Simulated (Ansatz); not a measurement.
## NiO2 in Ansatz: the effect of functional

NiO2:

```xyz
3
Lattice="2.7800 0.0000 0.0000 -1.3900 2.4075 0.0000 0.0000 0.0000 4.5873" Properties=species:S:1:pos:R:3 pbc="T T T"
Ni    0.0000    0.0000    2.2936
O     0.0000    1.6050    1.3485
O     1.3900    0.8025    3.2388
```

The cell comes from a database or a generator and needn't be the stable form of this composition.

The cell isn't the ideal one: volume scaled by 0.98.

Alike in all runs:

```yaml
Program: Ansatz 0.2.0
Task: single point
Potentials_or_basis: Ansatz PAW
k_mesh: 11 × 11 × 6
Occupations: fermi-dirac, width 0.05 eV
Spin: collinear spin, ferromagnetic start
Starting_moments: "[1.0, 0.0, 0.0] μB"
```

```tsv
functional	cutoff	gap on the mesh (eV)	pressure (GPa)	largest force (eV/Å)
LDA	420 eV (not typed: the program's choice for these potentials)	?	?	?
PBEsol	420 eV (not typed: the program's choice for these potentials)	0.91	-0.7	0.21
r2SCAN	500 eV (not typed: the program's choice for these potentials)	1.41	-1.5	0.15
```

Q: What does the run with functional LDA give?

A: gap on the mesh 0.84 eV; pressure -7.7 GPa; largest force 0.61 eV/Å.

Caveats: odd divisions of the mesh miss points on the zone boundary, where band edges often lie, so the gap on the mesh can be too wide; the PAW data sets come from PBE, with cores solved anew for the run's functional, which leaves a small shift of forces and pressure; the starting moments weren't kept; the magnetic or orbital state may not be the lowest (some runs).

A k mesh can miss the band edges.

Runs at the PBE level aren't shown here.
